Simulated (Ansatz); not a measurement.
# Two-dimensional strain map in InAs

The calculation used Ansatz, DFT PBEsol, scalar-relativistic, plane waves, PAW. Settings: plane waves to 420 eV, k-mesh 14×14×14 (Γ-centred), Gaussian smearing 0.15 eV. No spin polarisation. Energies are free energies at this smearing, counted from the undisturbed cell; pressure is positive in compression.

The starting cell (as given, not relaxed at this level; it stands at 1.1 GPa):

```
In As
1.0
     0.00000    3.02400    3.02400
     3.02400    0.00000    3.02400
     3.02400    3.02400    0.00000
In As
1 1
Direct
  0.00000 0.00000 0.00000
  0.75000 0.75000 0.75000
```

The cell is strained by p along both x and y and by q along z, fractional coordinates fixed. Points are written (p, q).

Energy above the undisturbed cell in meV/atom (a dash: not computed):

```
 p \ q  -0.080  0.000  0.080
-0.080   452.6  209.0      ?
 0.000    64.4    0.0   27.8
 0.080    56.2      ?      –
```

**Question.** Fill in the withheld energies.

**Answer.** (-0.080, 0.080): 116.5; (0.080, 0.000): 89.4.